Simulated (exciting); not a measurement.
Crystal: ZnS.

```
Zn S
1.0
     0.00000    2.70200    2.70200
     2.70200    0.00000    2.70200
     2.70200    2.70200    0.00000
Zn S
1 1
Direct
  0.75000 0.75000 0.75000
  0.00000 0.00000 0.00000
```

Base run:

* Program: exciting (release sodium)
* Functional: LDA
* Potentials or basis: all-electron LAPW+lo, shipped species files, valence relativity iora*
* rgkmax: 8.5
* k mesh: 9 × 9 × 9
* Occupations: fermi-dirac, width 0.05 eV
* Spin: no spin polarisation

Its results: band gap on the k mesh 1.86 eV, direct.

Task: The run is repeated on the same cell with these changes: functional from LDA to PBE. What comes out?

Result: Band gap on the k mesh 2.11 eV, direct.
